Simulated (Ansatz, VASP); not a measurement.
NiO: VASP beside Ansatz

```
Ni O
1.0
     0.00000    2.07744    2.07744
     2.07744    0.00000    2.07744
     2.07744    2.07744    0.00000
Ni O
1 1
Direct
  0.00000 0.00000 0.00000
  0.50000 0.50000 0.50000
```

Alike in both runs: task single point; functional PBE; k mesh 14 × 14 × 14; occupations gaussian, width 0.05 eV; no spin polarisation.

```csv
,VASP,Ansatz
version,VASP 6.6.1,Ansatz 0.2.0
potentials or method,"VASP PAW PBE potentials, release 64 (Ni, O)","scalar-relativistic, plane waves, PAW"
plane-wave cutoff (eV),520,420
valence electrons in the cell,16,24
```

VASP gave:

```
gap on the k mesh at the Fermi level (eV) : none
pressure (GPa)                            : 0.8
```

Task: Estimate Ansatz's values.

Result: gap on the k mesh at the Fermi level (eV): none; pressure (GPa): 0.7.

A gap of «none» marks a metal or a gap that the smearing closes. The two sets of potentials don't hold the same shells in valence.

Caveats: the run has no spin polarisation, though such a crystal can be magnetic; semilocal functionals often make such compounds metallic where correlation or magnetic order opens a gap, which also shifts bond lengths. Spin polarisation is off, so any magnetic state and its effect on volume and gap are missing.
